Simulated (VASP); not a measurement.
A convergence study with VASP on ZnTe (space group F-43m): one setting is varied, all else stays as given below, so the limit is that of these other settings.

```
CELL_PARAMETERS angstrom
      0.00000     3.04085     3.04085
      3.04085     0.00000     3.04085
      3.04085     3.04085     0.00000
ATOMIC_POSITIONS crystal
  Zn 0.00000 0.00000 0.00000
  Te 0.25000 0.25000 0.25000
```

Level of theory: PBE GGA, VASP's PBE PAW potentials (set 64) (plane waves; VASP). The tightest run used: 450 eV cut-off, 7×7×7 Γ-centred mesh, Gaussian smearing of 0.010 eV, potentials Zn Te.

Q: The settings run are ENCUT = 150; ENCUT = 180; ENCUT = 210; ENCUT = 255; ENCUT = 300; ENCUT = 360; ENCUT = 450. From which on does the highest Γ mode stay within 2 cm⁻¹ of the tightest run?

A: From ENCUT = 255 on: it is off by 0.9 there and by no more than 2 in any finer run, while ENCUT = 210 is off by 7.3.
| setting | mean ε∞ | highest Γ mode (cm⁻¹) | plane waves | difference judged (cm⁻¹) |
|---|---|---|---|---|
| ENCUT = 150 | 10.74 | 181.9 | 259 | 2.1 |
| ENCUT = 180 | 10.07 | 179.4 | 331 | 4.6 |
| ENCUT = 210 | 10.05 | 176.6 | 394 | 7.3 |
| ENCUT = 255 | 10.07 | 183.0 | 531 | 0.9 |
| ENCUT = 300 | 10.09 | 183.4 | 674 | 0.5 |
| ENCUT = 360 | 10.08 | 184.6 | 893 | 0.6 |
| ENCUT = 450 | 10.06 | 184.0 | 1243 | 0.0 |

Left out are rungs that failed or repeat a setting and relaxations that didn't move; long series are thinned to 24 rows.

The structure is a typed ZnTe crystal (space group no. 216). The cell was not relaxed at this level.
